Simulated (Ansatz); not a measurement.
# Be: before and after

These are results of Ansatz 0.2.0, DFT PBEsol, scalar-relativistic, plane waves, PAW, not measurements. Settings: cutoff 420 eV, Γ-centred meshes no coarser than 0.19 Å⁻¹ for metals and 0.3 Å⁻¹ for insulators (2π included), Gaussian smearing.

The start was the trigonal selenium type (P3_121, No. 152), relaxed within its symmetry, which ended in Im-3m (No. 229). A cell of 8 atoms (8 times the primitive one) was then disturbed at random, relaxed without symmetry and relaxed once more on a fine mesh. The k mesh leaves about 4 meV/atom of noise in metals.

Before:

```cif
data_structure
_symmetry_space_group_name_H-M 'Im-3m'
_symmetry_Int_Tables_number 229
_cell_length_a 2.4926
_cell_length_b 2.4926
_cell_length_c 2.4926
_cell_angle_alpha 90.000
_cell_angle_beta 90.000
_cell_angle_gamma 90.000
_cell_volume 15.49
loop_
_atom_site_label
_atom_site_type_symbol
_atom_site_symmetry_multiplicity
_atom_site_Wyckoff_symbol
_atom_site_fract_x
_atom_site_fract_y
_atom_site_fract_z
_atom_site_occupancy
Be1 Be 2 a 0.00000 0.00000 0.00000 1
```

After:

```
Be
1.0
     2.25740    0.00000    0.00000
    -1.12870    1.95496    0.00000
     0.00000    0.00000    3.55228
Be
2
Direct
  0.66667 0.33333 0.75000
  0.33333 0.66667 0.25000
```

Question: Is this a distortion of the same structure or a reconstruction, and what lowers the energy?

Answer: A reconstruction, from Im-3m (No. 229) to P6_3/mmc (No. 194). Each Be has on average 12 Be contacts in place of 14, shorter on average (2.30 → 2.23 Å). The result is the hcp structure.

Question: What does it gain?

Answer: 98 meV/atom, with the volume going from 7.74 to 7.84 Å³/atom.